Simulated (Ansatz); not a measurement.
Crystal: SiNi3.

```
Ni Si
1.0
     1.29280    0.74640    7.66199
    -1.29280    0.74640    7.66199
     0.00000   -1.49280    7.66199
Ni Si
3 1
Direct
  0.25473 0.25473 0.25473
  0.50000 0.50000 0.50000
  0.74527 0.74527 0.74527
  0.00000 0.00000 0.00000
```

The cell comes from a database or a generator and needn't be the stable form of this composition.

Base run:

* Program: Ansatz 0.2.0
* Functional: PBEsol
* Potentials or basis: Ansatz PAW
* Cutoff: 420 eV (not typed: the program's choice for these potentials)
* k mesh: 10 × 10 × 10
* Occupations: fermi-dirac, width 0.05 eV
* Spin: collinear spin, ferromagnetic start
* Starting moments: [1.2666666667, 1.2666666667, 1.2666666667, 0.0] μB
* Fixed moment: 3.8 μB

Its results: pressure 2.9 GPa; site moments Ni +1.00, +1.30; Si +0.19 μB; largest force 0.855 eV/Å.

Question: The run is repeated on the same cell with these changes: fixed moment from 3.8 μB to 2.2 μB; moments at the start from [1.27, 1.27, 1.27, 0.0] to [0.73, 0.73, 0.73, 0.0]. What comes out?

Answer: Pressure -3.1 GPa; site moments Ni +0.59, +0.93; Si +0.06 μB; largest force 0.286 eV/Å.

Caveats: the total moment is fixed, so each spin has its own Fermi level; the PAW data sets come from PBE, with cores solved anew for the run's functional, which leaves a small shift of forces and pressure; the thresholds are loose for stress.
